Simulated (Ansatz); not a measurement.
Input and command of a calculation in Ansatz (plane waves; scalar-relativistic PAW potentials unless the input names others):

```yaml
crystal:
  lattice:
    - [3.3932468515, 0.0, 0.0]
    - [-1.6966234258, 2.9386379747, 0.0]
    - [0.0, 0.0, 6.5161713265]
  atoms:
    - { symbol: Hf, position: [0.0, 0.0, 0.0] }
    - { symbol: S, position: [0.6666666667, 0.3333333333, 0.7476059866] }
    - { symbol: S, position: [0.3333333333, 0.6666666667, 0.2523940134] }
basis:
  ecutwfc: 420
kpoints:
  mp_grid: { grid: [6, 6, 3], shift: [0.5, 0.5, 0.5] }
hamiltonian:
  xc: pbesol
  dispersion: d3bj
scf:
  occupations: { method: gaussian, width: 0.05 }
output:
  forces: true
  eigenvalues: true
  stress: true
```

```bash
ansatz run input.yaml --threads 1 --pin off --max-ram 2560MiB --backend cpu --events-out ev --progress --plain --runs-dir out
```

Abridged log:
```
Warning: crystal.symmetry: narrowed to the stabiliser of the k-point mesh — unitary ops 12 → 4; excluded 8 operations that carry a point of the 6×6×3 mesh (shift [0.5, 0.5, 0.5]) off the mesh (the run samples exactly the mesh kpoints.mp_grid names, as under crystal.symmetry.detect: false, and its converged state has the mesh's symmetry, not the crystal's; ε∞, the Born charges and the force constants of a linear response (`dielectric:` by the response, `phonons.method: dfpt`) are averaged over those of the crystal's operations that the state keeps within a tolerance, where `mesh_tensors`, `unav ...
Pseudopotentials: kind: paw
Pseudopotential: Hf, paw, valence charge 26, recommended cutoff 420 eV (normal)
Pseudopotential: S, paw, valence charge 6, recommended cutoff 420 eV (normal)
Functional definition: PBEsol
Crystal: 3 atoms, lattice volume = 64.976 Å³
Basis set: ecut = 420 eV, 1281 PW (Γ), exchange–correlation on 48×48×90 points (8 copies of the dense FFT grid, shifted against one another)
Bands: 23, of which v1, the nominal top of the filled ones, is band 19 counted from 1 (18 counted from 0)
Symmetry: 4 space group operations
k-points: 33 of 108
Initial density: superposition of atomic densities (neutral atoms: chi_scale 0, normalization atom), corrected by the library's trained network
Initial wavefunctions: pseudopotential atomic-orbital guess
Functional: x = pbesol(κ = 0.804, μ = 0.12345679), c = pbesol(β = 0.046)
SCF iter   1: F=—  HF=-17373.129105 eV  |F-HF|=—  |Δ(HF+E_count)|=         —  Δρ=6.15e-3  dr2=6.33e-2  ethr=1.77e-3  ⟨swp⟩=5.7  Hψ=3265  notcnv=0
SCF iter   2: F=—  HF=-17373.132144 eV  |F-HF|=—  |Δ(HF+E_count)|=   3.04e-3  Δρ=5.75e-3  dr2=7.60e-2  ethr=1.67e-4  ⟨swp⟩=3.0  Hψ=1405  notcnv=0
SCF iter   3: F=—  HF=-17373.118988 eV  |F-HF|=—  |Δ(HF+E_count)|=   1.32e-2  Δρ=9.42e-4  dr2=6.10e-4  ethr=1.67e-4  ⟨swp⟩=2.0  Hψ=1086  notcnv=0
SCF iter   4: F=—  HF=-17373.118984 eV  |F-HF|=—  |Δ(HF+E_count)|=   3.36e-6  Δρ=2.28e-4  dr2=4.52e-5  ethr=1.61e-6  ⟨swp⟩=2.0  Hψ=1177  notcnv=0
SCF iter   5: F=—  HF=-17373.118951 eV  |F-HF|=—  |Δ(HF+E_count)|=   3.40e-5  Δρ=5.75e-5  dr2=3.00e-6  ethr=1.19e-7  ⟨swp⟩=2.0  Hψ=1254  notcnv=0
SCF iter   6: F=—  HF=-17373.118952 eV  |F-HF|=—  |Δ(HF+E_count)|=   1.33e-6  Δρ=3.61e-5  dr2=9.35e-7  ethr=7.89e-9  ⟨swp⟩=2.0  Hψ=1386  notcnv=0
SCF iter   7: F=—  HF=-17373.118953 eV  |F-HF|=—  |Δ(HF+E_count)|=   6.83e-7  Δρ=1.30e-5  dr2=1.59e-7  ethr=2.46e-9  ⟨swp⟩=2.0  Hψ=1352  notcnv=0
SCF iter   8: F=-17373.118953 eV  HF=-17373.118953 eV  |F-HF|=1.56e-8  |Δ(HF+E_count)|=   2.66e-7  Δρ=3.39e-6  dr2=1.08e-8  ethr=2.63e-10  ⟨swp⟩=4.6  Hψ=2894  notcnv=0
SCF 1 converged in 8 iterations: F = -17373.118953 eV  dr2 = 1.08e-8
SCF converged after 8 iterations
Free energy (F): -17373.118953 eV
Harris-Foulkes:  -17373.118953 eV  (|F-HF|=1.56e-8)
Internal energy: -17373.118410 eV  (E = F + TS)
E sigma→0 (E₀):  -17373.118681 eV
Entropy (-TS):   -0.000543 eV (-0.181 meV/atom)
Fermi energy:    9.678370 eV
  E_disp       = -0.938025  (pairwise vdW)
--- Forces (eV/Å), atoms counted from 1 ---
  atom   1  Hf     0.00000000     0.00000000     0.00000000
  atom   2  S      0.00006325    -0.00003652     1.37440399
  atom   3  S     -0.00006325     0.00003652    -1.37440399
--- Stress (GPa, compression-positive) ---
        3.062867       0.480985       0.000320
        0.480985       3.618260      -0.000185
        0.000320      -0.000185     -14.683636
  P = ⅓ Tr σ = -2.6675 GPa (-26.675 kbar)
```

Apart from outputs and empty bands, the input differs from a reference run on usual settings in hamiltonian.xc: "pbe" → "pbesol"; kpoints.mp_grid.grid: [12, 12, 6] → [6, 6, 3]; kpoints.mp_grid.shift: not typed → [0.5, 0.5, 0.5]. The reference, at the same geometry (not necessarily relaxed), gave pressure 0.75 GPa, largest force 1.153 eV/Å, no gap on the mesh. This run converged in 8 SCF iterations (reference: 6) with a total energy on another zero, pressure -2.67 GPa, largest force 1.374 eV/Å, gap on the mesh 0.08 eV. Its k mesh is looser than usual. The Hamiltonian differs as well, so the change in the result can't be put down to that alone.

The run took 0.89 s on 1 thread of AMD EPYC 9R45 96-Core Processor (Zen 5), on a shared host, peak memory 0.38 GiB.